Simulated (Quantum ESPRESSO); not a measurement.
The system is SrO.

```
Sr O
1.0
     0.00000    2.56630    2.56630
     2.56630    0.00000    2.56630
     2.56630    2.56630    0.00000
Sr O
1 1
Direct
  0.50000 0.50000 0.50000
  0.00000 0.00000 0.00000
```

- Program: Quantum ESPRESSO 7.5
- Task: phonons
- Functional: LDA
- Potentials or basis: JTH 2.0 LDA
- Cutoff: 490 eV
- Density cutoff: 2939 eV
- k mesh: 6 × 6 × 6, shifted
- Occupations: fermi-dirac, width 0.05 eV
- Spin: no spin polarisation
- Form of the LDA correlation: PW92
- Mixing beta: 0.5
- Most SCF iterations: 120
- SCF threshold: 4e-10 Ry

The first run showed a gap, so the response started from a second, tighter run with fixed occupations.

Problem. Where do the zone-centre optical modes lie?

Solution. T1u at 219 cm⁻¹ (IR). Polar modes are given without the macroscopic field (transverse values).

Optical modes at Γ, degenerate ones joined, polar ones without the macroscopic field:
```csv
cm⁻¹,components,symmetry,active in,"IR intensity, summed ((D/Å)²/amu)"
219,3,T1u,IR,31.19
```

Zone-centre frequencies without and with the macroscopic field along z (cm⁻¹):
```csv
,optical modes in rising order
without,219 219 219
with the field,219 219 475
```
